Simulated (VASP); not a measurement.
# Nb5C6 in VASP: notebook

Runs on Nb5C6. Level: PBE. Tasks: single point.

All numbers are computed with VASP 6.6.1; they aren't measurements. Logs are shortened: lines on timing, memory, paths and dates and some standing lists are left out, and cuts for length are marked.

### Step 1. The structure

The cell holds a slab with vacuum, 11 atoms: a = 3.111 Å, b = 3.111 Å, c = 30.702 Å, α = 90.00°, β = 90.00°, γ = 120.00°.

### Step 2. Single point, PBE

Input file INCAR:

```
PREC = Accurate
ENCUT = 460
EDIFF = 1E-7
ISMEAR = 1
SIGMA = 0.1
LREAL = False
LASPH = True
NELM = 120
ALGO = Normal
ISIF = 2
LWAVE = False
LCHARG = False
LDIPOL = True
IDIPOL = 3
DIPOL = 0.5 0.5 0.500
GGA = PE
NBANDS = 64
LVHAR = True
LVACPOTAV = True
```

Input file KPOINTS:

```
Automatic mesh
0
Gamma
  8 8 1
```

Input file POSCAR:

```
Nb5C6
1.0
    3.1112698372      0.0000000000      0.0000000000
   -1.5556349186      2.6944387171      0.0000000000
    0.0000000000      0.0000000000     30.7017059222
C Nb
6 5
Direct
    0.3333333333      0.6666666667      0.2931433199
    0.0000000000      0.0000000000      0.3758859919
    0.6666666667      0.3333333333      0.4586286640
    0.3333333333      0.6666666667      0.5413713360
    0.0000000000      0.0000000000      0.6241140081
    0.6666666667      0.3333333333      0.7068566801
    0.6666666667      0.3333333333      0.3345146559
    0.3333333333      0.6666666667      0.4172573280
    0.0000000000      0.0000000000      0.5000000000
    0.6666666667      0.3333333333      0.5827426720
    0.3333333333      0.6666666667      0.6654853441
```

Potentials or basis: VASP PAW PBE potentials, release 64 (C, Nb_sv).

Run with:

```console
$ cat potpaw_PBE.64/C/POTCAR potpaw_PBE.64/Nb_sv/POTCAR > POTCAR
$ mpirun -np 1 vasp_std > vasp.out
```

OUTCAR:

```text
PREC = Accurate
   ENCUT = 460
   EDIFF = 1E-7
   ISMEAR = 1
   LREAL = False
   LASPH = True
   NELM = 120
   ISIF = 2
   GGA = PE

 Found     10 irreducible k-points:

 Following reciprocal coordinates:
            Coordinates               Weight
  0.000000  0.000000  0.000000      1.000000
  0.125000  0.000000  0.000000      6.000000
  0.250000  0.000000  0.000000      6.000000
  0.375000  0.000000  0.000000      6.000000
  0.500000  0.000000  0.000000      3.000000
  0.125000  0.125000  0.000000      6.000000
   k-points           NKPTS =     10   k-points in BZ     NKDIM =     10   number of bands    NBANDS=     64
   number of dos      NEDOS =    301   number of ions     NIONS =     11
   total plane-waves  NPLWV = 124416
   dimension x,y,z NGX =    24 NGY =   24 NGZ =  216
   dimension x,y,z NGXF=    48 NGYF=   48 NGZF=  432
   ions per type =               6   5
   NGX,Y,Z   is equivalent  to a cutoff of  12.82, 12.82, 11.70 a.u.
   NGXF,Y,Z  is equivalent  to a cutoff of  25.65, 25.65, 23.39 a.u.
 SYSTEM =  unknown system
   PREC   = accura    normal or accurate (medium, high low for compatibility)
   ISTART =      0    job   : 0-new  1-cont  2-samecut
   ICHARG =      2    charge: 1-file 2-atom 10-const
   ISPIN  =      1    spin polarized calculation?
   LNONCOLLINEAR =      F non collinear calculations
   LSORBIT =      F    spin-orbit coupling
   LASPH  =      T    aspherical Exc in radial PAW
   ENCUT  =  460.0 eV  33.81 Ry    5.81 a.u.   5.44  5.44 53.69*2*pi/ulx,y,z
   NELM   =    120;   NELMIN=  2; NELMDL= -5     # of ELM steps
   EDIFF  = 0.1E-06   stopping-criterion for ELM
   LREAL  =      F    real-space projection
   EDIFFG = 0.1E-05   stopping-criterion for IOM
   NSW    =      0    number of steps for IOM
   IBRION =     -1    ionic relax: 0-MD 1-quasi-New 2-CG
   NFREE  =      0    steps in history (QN), initial steepest desc. (CG)
   ISIF   =      2    stress and relaxation
   ISYM   =      2    0-nonsym 1-usesym 2-fastsym
   POTIM  = 0.5000    time-step for ionic-motion
   TEBEG  =    0.0;   TEEND  =   0.0 temperature during run
   PSTRESS=    0.0 pullay stress
   NELECT =      89.0000    total number of electrons
   NUPDOWN=      -1.0000    fix difference up-down
   EMIN   =  10.00;   EMAX   =-10.00  energy-range for DOS
   EFERMI =   0.00;   METHOD = LEGACY
   ISMEAR =     1;   SIGMA  =   0.10  broadening in eV -4-tet -1-fermi 0-gaus
   EFERMI_NEDOS =   21; number of points for ismear=-14 and -15
   IALGO  =     38    algorithm
   IMIX   =      4    mixing-type and parameters
     AMIX     =   0.40;   BMIX     =  1.00
     AMIX_MAG =   1.60;   BMIX_MAG =  1.00
  volume/ion in A,a.u.               =      23.40       157.90
  Fermi-wavevector in a.u.,A,eV,Ry     =   1.149076  2.171438 17.964794  1.320375
  Thomas-Fermi vector in A             =   2.285747
   LORBIT       =      0    0 simple, 1 ext, 2 COOP (PROOUT), +10 PAW based schemes
   GGA     = PE    functional components
   LHFCALC =     F    Hartree Fock is set to
   AEXX    =    0.0000 exact exchange contribution
   IVDW    =     0    specifies the selected vdW correction
   LEPSILON=     F    determine dielectric tensor
   LRPA    =     F    only Hartree local field effects (RPA)
 non-spin polarized calculation
 Methfessel and Paxton  Order N= 1 SIGMA  =   0.10
  energy-cutoff  :      460.00
  volume of cell :      257.38
 maximum number of plane-waves:      5879
 NGX is ok and might be reduce to    24
   NGX = 11   NGY = 11   NGZ =107

 number of electron      89.0000003 magnetization

 dipolmoment           0.000000      0.000000     -0.000000 electrons x Angstroem

 Free energy of the ion-electron system (eV)
  ---------------------------------------------------
  ext. energy  EPLUGINS =         0.00000000
  ---------------------------------------------------
  free energy    TOTEN  =      -105.03675321 eV

  energy without entropy =     -105.03348003  energy(sigma->0) =     -105.03566215

 E-fermi :   1.9613     XC(G=0):  -6.5071

 val. band max:        1.9505078863   @ k =   0.3750   0.1250   0.0000
 cond. band min:       2.0473452198   @ k =   0.2500   0.1250   0.0000
 fundamental gap:      0.0968373335
 Fermi energy:         1.9613336181

 k-point     1 :       0.0000    0.0000    0.0000
  band No.  band energies     occupation
      1     -53.7698      2.00000
      2     -53.6820      2.00000
      3     -53.6568      2.00000
      4     -52.8462      2.00000
      5     -52.8462      2.00000
      6     -30.3262      2.00000
[... 48 lines left out ...]
     55       3.8284     -0.00000
     56       4.2149      0.00000

 k-point     2 :       0.1250    0.0000    0.0000
  band No.  band energies     occupation
      1     -53.7544      2.00000
      2     -53.6690      2.00000
      3     -53.6464      2.00000
      4     -52.8336      2.00000
      5     -52.8336      2.00000
      6     -30.2837      2.00000
[... 48 lines left out ...]
     55       4.1079      0.00000
     56       4.2814      0.00000

 k-point     3 :       0.2500    0.0000    0.0000
  band No.  band energies     occupation
      1     -53.7164      2.00000
      2     -53.6374      2.00000
      3     -53.6217      2.00000
      4     -52.8029      2.00000
      5     -52.8029      2.00000
      6     -30.1870      2.00000
[... 48 lines left out ...]
     55       4.7494      0.00000
     56       5.2033      0.00000

 k-point     4 :       0.3750    0.0000    0.0000
  band No.  band energies     occupation
      1     -53.6769      2.00000
      2     -53.6056      2.00000
      3     -53.5981      2.00000
      4     -52.7720      2.00000
      5     -52.7720      2.00000
      6     -30.2878      2.00000
[... 48 lines left out ...]
     55       5.2173      0.00000
     56       5.5084      0.00000

 k-point     5 :       0.5000    0.0000    0.0000
  band No.  band energies     occupation
      1     -53.6599      2.00000
      2     -53.5924      2.00000
      3     -53.5888      2.00000
      4     -52.7592      2.00000
      5     -52.7592      2.00000
      6     -30.3922      2.00000
[... 48 lines left out ...]
     55       5.5535      0.00000
     56       5.6143      0.00000

 k-point     6 :       0.1250    0.1250    0.0000
  band No.  band energies     occupation
      1     -53.7276      2.00000
      2     -53.6467      2.00000
      3     -53.6289      2.00000
      4     -52.8119      2.00000
      5     -52.8119      2.00000
      6     -30.2120      2.00000
[... 48 lines left out ...]
     55       4.6107      0.00000
     56       4.7924      0.00000

 [... further k-points ...]

 [bands above 56 left out]

------------------------ aborting loop because EDIFF is reached ----------------------------------------

  FORCE on cell =-STRESS in cart. coord.  units (eV):
  Direction    XX          YY          ZZ          XY          YZ          ZX
  --------------------------------------------------------------------------------------
  -------------------------------------------------------------------------------------
  Total       10.1435756     10.1435756      5.1986972      0.0000000      0.0000000     -0.0000000
  in kB       63.1441550     63.1441550     32.3620935      0.0000000      0.0000000     -0.0000000
  external PRESSURE =      52.8834678 kB  Pullay stress =       0.0000000 kB

 VOLUME and BASIS-vectors are now :
 -----------------------------------------------------------------------------
  energy-cutoff  :      460.00
  volume of cell :      257.38
      direct lattice vectors                 reciprocal lattice vectors
     3.111269837  0.000000000  0.000000000     0.321412173  0.185567405  0.000000000
    -1.555634919  2.694438717  0.000000000     0.000000000  0.371134810  0.000000000
     0.000000000  0.000000000 30.701705922     0.000000000  0.000000000  0.032571480

 POSITION                                       TOTAL-FORCE (eV/Angst)
 -----------------------------------------------------------------------------------
     -0.00000      1.79629      9.00000         0.000000     -0.000000      2.241606
      0.00000      0.00000     11.54034        -0.000000     -0.000000      0.390334
      1.55563      0.89815     14.08068        -0.000000      0.000000     -0.027542
     -0.00000      1.79629     16.62102         0.000000      0.000000      0.027542
      0.00000      0.00000     19.16136         0.000000      0.000000     -0.390334
      1.55563      0.89815     21.70171         0.000000      0.000000     -2.241606
      1.55563      0.89815     10.27017        -0.000000     -0.000000     -3.536366
     -0.00000      1.79629     12.81051         0.000000      0.000000     -0.181160
      0.00000      0.00000     15.35085         0.000000      0.000000      0.000000
      1.55563      0.89815     17.89119        -0.000000      0.000000      0.181160
     -0.00000      1.79629     20.43154         0.000000      0.000000      3.536366
 -----------------------------------------------------------------------------------
    total drift:                               -0.000000      0.000000     -0.000000

  FREE ENERGIE OF THE ION-ELECTRON SYSTEM (eV)
  ---------------------------------------------------
  free  energy   TOTEN  =      -105.0367532095 eV

  energy  without entropy=     -105.0334800275  energy(sigma->0) =     -105.03566215

 vacuum level on the upper side and lower side of the slab         8.422         8.422
```

Run time: 2.5 min. Hardware: 1 thread of Intel Xeon 6975P-C (Granite Rapids), shared host; peak memory 0.38 GiB.

These settings aren't checked as converged: the numbers below hold their error.

What came out:

- Free energy: -105.0368 eV
- Largest force: 3.536 eV/Å
- Band gap on the k mesh: none (metal or under the smearing width)
- Work function of the upper face: 6.46 eV
- Work function of the lower face: 6.46 eV

Caveat: the cutoff is under 1.25 times the usual one of these potentials, so pressure, stress and relaxed cells hold a basis-set (Pulay) error.

### Step 3. Single point, PBE

This run uses another cell than the first one, of 18.83 Å³/atom, 0.805 times its volume.

INCAR, as its differences from that of step 2:

```diff
@@ -4,3 +4,3 @@
 ISMEAR = 1
-SIGMA = 0.1
+SIGMA = 0.02
 LREAL = False
```

Input file KPOINTS:

```
Automatic mesh
0
Gamma
  10 10 1
```

Input file POSCAR:

```
Nb5C6
1.0
    3.1112698372      0.0000000000      0.0000000000
   -1.5556349186      2.6944387171      0.0000000000
    0.0000000000      0.0000000000     24.7017059222
C Nb
6 5
Direct
    0.3333333333      0.6666666667      0.2428982038
    0.0000000000      0.0000000000      0.3457389223
    0.6666666667      0.3333333333      0.4485796408
    0.3333333333      0.6666666667      0.5514203592
    0.0000000000      0.0000000000      0.6542610777
    0.6666666667      0.3333333333      0.7571017962
    0.6666666667      0.3333333333      0.2943185631
    0.3333333333      0.6666666667      0.3971592815
    0.0000000000      0.0000000000      0.5000000000
    0.6666666667      0.3333333333      0.6028407185
    0.3333333333      0.6666666667      0.7056814369
```

Potentials or basis: VASP PAW PBE potentials, release 64 (C, Nb_sv).

Run with:

```console
$ cat potpaw_PBE.64/C/POTCAR potpaw_PBE.64/Nb_sv/POTCAR > POTCAR
$ mpirun -np 1 vasp_std > vasp.out
```

Run time: 2.5 min. Hardware: 1 thread of Intel Xeon 6975P-C (Granite Rapids), shared host; peak memory 0.36 GiB.

These settings aren't checked as converged: the numbers below hold their error.

Results:

```yaml
Free_energy: -105.0393 eV
Largest_force: 3.409 eV/Å
Band_gap_on_the_k_mesh: none (metal or under the smearing width)
Work_function_of_the_upper_face: 6.46 eV
Work_function_of_the_lower_face: 6.46 eV
```

Caveat: the cutoff is under 1.25 times the usual one of these potentials, so pressure, stress and relaxed cells hold a basis-set (Pulay) error.
